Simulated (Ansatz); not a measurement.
Runs of Ansatz 0.2.0 on Al. The structure is cubic, space group Fm-3m (No. 225). Conventional cell: a = 4.050 Å, b = 4.050 Å, c = 4.050 Å, α = 90.00°, β = 90.00°, γ = 90.00°. Around Al (site symmetry m-3m) lie 12 Al at 2.86 Å. 

| task | level | potentials or basis | spin | cell | k mesh | cutoff (eV) | smearing | other functionals evaluated on the density | basis error allowed | mesh quality | gap on the mesh (eV) | pressure (GPa) | relaxed volume (Å³/atom) |
| --- | --- | --- | --- | --- | --- | --- | --- | --- | --- | --- | --- | --- | --- |
| band structure | PBEsol | all-electron PAW datasets made for the crystal | off | as given | 11 × 11 × 11 | 140 | fermi-dirac 0.05 eV | - | - | not flagged | - | (b) | - |
| relaxation of cell and atoms | PBE+D3(BJ) | all-electron LAPW, scalar-relativistic | off | relaxed | 11 × 11 × 11 | - | fermi-dirac 0.05 eV | - | 0.001 eV/atom | not flagged | - | 0.0 | (a) |
| single point | PBE | all-electron LAPW, scalar-relativistic | off | as given | 11 × 11 × 11 | 130 | gaussian 0.012 eV | - | 0.001 eV/atom | not flagged | none | -0.5 | - |
| single point | PBEsol+D3(BJ) | all-electron LAPW, scalar-relativistic | off | as given | 11 × 11 × 11 | 130 | gaussian 0.01 eV | PBEsol, LDA, BLYP | 0.001 eV/atom | not flagged | none | -5.1 | - |
| relaxation of cell and atoms | revPBE+D4 | all-electron LAPW, scalar-relativistic | off | relaxed | 11 × 11 × 11 | - | fermi-dirac 0.05 eV | - | 0.001 eV/atom | not flagged | - | 0.0 | 15.67 |
| relaxation of cell and atoms | PBEsol | all-electron LAPW, scalar-relativistic | off | relaxed | 11 × 11 × 11 | - | fermi-dirac 0.05 eV | - | 0.001 eV/atom | not flagged | - | 0.0 | (c) |
| single point | PBE | all-electron LAPW, scalar-relativistic | off | as given | 7 × 7 × 7 | 107 | fermi-dirac 0.03 eV | - | 0.003 eV/atom | coarse | none | -1.1 | - |
| relaxation of cell and atoms | revPBE+D3(BJ) | all-electron LAPW, scalar-relativistic | off | relaxed | 11 × 11 × 11 | - | fermi-dirac 0.05 eV | - | 0.001 eV/atom | not flagged | - | 0.0 | 15.45 |
| single point | PBE | all-electron LAPW, scalar-relativistic | off | as given | 11 × 11 × 11 | 130 | gaussian 0.021 eV | - | 0.001 eV/atom | not flagged | none | -0.5 | - |
| band structure | revPBE | all-electron PAW datasets made for the crystal | collinear, ferromagnetic start | as given | 11 × 11 × 11 | 140 | cold 0.05 eV | - | - | not flagged | - | 0.7 | - |
| single point | PBE | all-electron LAPW, scalar-relativistic | off | as given | 8 × 8 × 8 | 115 | fermi-dirac 0.03 eV | - | 0.002 eV/atom | coarse | none | -0.4 | - |

Q: Fill in the values left out.

A: (a) 15.82; (b) -1.9; (c) 16.21.

Caveats: some runs use coarse meshes; the k mesh is thin for a metal, which can move the energy by tens of meV per atom (some runs); pairwise dispersion overbinds metals, which lowers pressure and volume (some runs).

A k mesh can miss the band edges.

A gap of «none» marks a metal or a gap under the smearing width.

Not every run made on this cell is shown here.
